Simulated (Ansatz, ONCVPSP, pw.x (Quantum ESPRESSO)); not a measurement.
## Zr (Z = 40) (bcc): variants of one ONCV potential in the solid

```json
{
  "Element": "zirconium (Zr)",
  "Generator": "ONCVPSP 4.0.1.1 (patched build)",
  "Type": "optimised norm-conserving Vanderbilt (ONCV)",
  "Functional": "PBE",
  "Relativity": "scalar-relativistic",
  "Frozen core": "[Ar] 3d10",
  "Valence charge": "12",
  "Reference configuration": "4s2 4p6 4d2 5s2",
  "Partial waves": "4s+5s: rc 2.15 bohr, ncon 4, nbas 7, qcut 6.3 1/bohr, 2 projectors; 4p: rc 2.25 bohr, ncon 4, nbas 7, qcut 5.4 1/bohr, 2 projectors, debl 2.4 Ha; 4d: rc 1.95 bohr, ncon 4, nbas 7, qcut 4.2 1/bohr, 2 projectors, debl 1.3 Ha",
  "Local potential": "polynomial inside 1.40 bohr (lpopt 2, dvloc0 6 Ha)",
  "Core correction": "polynomial model core, fcfact 0.3"
}
```

Crystal test: bcc Zr in pw.x 7.5, no spin, 13³ k-points, Fermi–Dirac smearing 0.01 Ry, cutoffs set for each file from its atomic test. The reference is all-electron LAPW (Ansatz 0.2.0) with the same functional, mesh and smearing; V0 and B0 come from Birch–Murnaghan fits to the pressures at five volumes. Errors are pseudo minus all-electron; Δ is the rms difference of the E(V) curves that follow from these fits, minima aligned, over ±6 % about the mean V0. Mesh and smearing are coarse, so the numbers serve the comparison and aren't converged zero-temperature values; the lattice is a test structure that the element need not adopt.

All-electron: a0 = 3.582 Å (V0 = 22.98 Å³/atom), B0 = 86.4 GPa.

| change | cutoffs (Ry) | pw.x | a0 (Å) | a0 error (%) | B0 error (%) | Δ (meV/atom) | mean pressure error (GPa) |
| --- | --- | --- | --- | --- | --- | --- | --- |
| base | 105/420 | converged | 3.584 | +0.06 | +0.3 | 0.8 | +0.15 |
| local potential polynomial inside 1.25 bohr (lpopt 5, dvloc0 2 Ha) | 105/420 | converged | 3.582 | +0.00 | +0.1 | 0.0 | +0.00 |
| s: rc 2.62 | 105/420 | converged | 3.584 | +0.05 | +0.4 | 0.6 | +0.12 |
| d: rc 1.58 | 150/600 | converged | 3.584 | +0.06 | +0.4 | 0.8 | +0.16 |
| local potential polynomial inside 1.40 bohr (lpopt 2, dvloc0 6.5 Ha) | 105/420 | converged | 3.584 | +0.06 | +0.3 | 0.8 | +0.16 |

Q: Give the row for: d: qcut 3.

A: pw.x: converged; mean pressure error (GPa): +0.15; a0 (Å): 3.584; a0 error (%): +0.06; B0 error (%): +0.2; Δ (meV/atom): 0.7.
